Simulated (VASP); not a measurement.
Wanted: the native input for a VASP 6.6.1 run.

```
Task                   : single point
Functional             : PBEsol
Potentials or basis    : VASP PAW PBE potentials, release 64 (C, H)
Cutoff                 : 520 eV
k mesh                 : 2 × 2 × 1
Occupations            : fermi-dirac, width 0.05 eV
Spin                   : no spin polarisation
Dipole correction      : no
Further INCAR settings : LREAL = Auto; ALGO = Fast; EDIFF = 1e-06; NBANDS = 55
```

The structure of H2C19 lies in POSCAR:

```
H2C19
1.0
    7.3980000000      0.0000000000      0.0000000000
   -3.6990000000      6.4068560000      0.0000000000
    0.0000000000      0.0000000000     13.0000000000
C H
19 2
Direct
   -0.0171288830     -0.0099268658      0.0796538462
    0.1928367841      0.0909182288      0.1002461538
   -0.0234559235      0.3246209998      0.0750615385
    0.1993684620      0.4303670943      0.0823076923
   -0.0284158910      0.6444658659      0.0643692308
    0.1799929615      0.7516323139      0.0910923077
    0.3160126362     -0.0281261199      0.1131153846
    0.5486412330      0.1017971997      0.0917692308
    0.3119784633      0.3208750126      0.0784461538
    0.5335599906      0.4327863776      0.0824076923
    0.3124471959      0.6547673305      0.0902153846
    0.5359375767      0.7774171918      0.0781846154
    0.6508244480      0.0067583851      0.0621307692
    0.8673373165      0.1081809861      0.0629307692
    0.6437580437      0.3270402831      0.0914461538
    0.8453873587      0.4112937765      0.0653692308
    0.6370253381      0.6611823334      0.0858692308
    0.8699703094      0.7665694375      0.0768846154
    0.2492344600      0.0442650810      0.2052692308
    0.3701051244      0.1866281995      0.2352076923
    0.1269917631     -0.0602635677      0.2618230769
```

The cell was built by a generator and needn't be a form met in nature.

These files were run (other wordings do the same):

INCAR

```
SYSTEM = H2C19
  ALGO = Fast
  EDIFF = 1E-6
  ENCUT = 520
  GGA = PS
  ISIF = 2
  ISMEAR = -1
  LASPH = .TRUE.
  LCHARG = .FALSE.
  LREAL = Auto
  LWAVE = .FALSE.
  NBANDS = 55
  NELM = 100
  PREC = Accurate
  SIGMA = 0.05
```

KPOINTS

```
k-points
0
G
  2 2 1
  0 0 0
```

Potentials or basis: VASP PAW PBE potentials, release 64 (C, H).

Command:

```bash
$ cat potpaw_PBE.64/C/POTCAR potpaw_PBE.64/H/POTCAR > POTCAR
$ mpirun -np 1 vasp_std > vasp.out
```

It gave:

- Largest force: 7.243 eV/Å
- Band gap on the k mesh: 0.13 eV, direct

Caveat: the k mesh is coarse (spacing up to 0.49 Å⁻¹), so the values aren't converged; the PAW data sets were made with another functional, which shifts forces and pressure a little.

Run time: 4.8 min on 1 thread of Intel(R) Xeon(R) Platinum 8259CL CPU @ 2.50GHz (Skylake/Cascade Lake), on a shared host, peak memory 0.66 GiB.
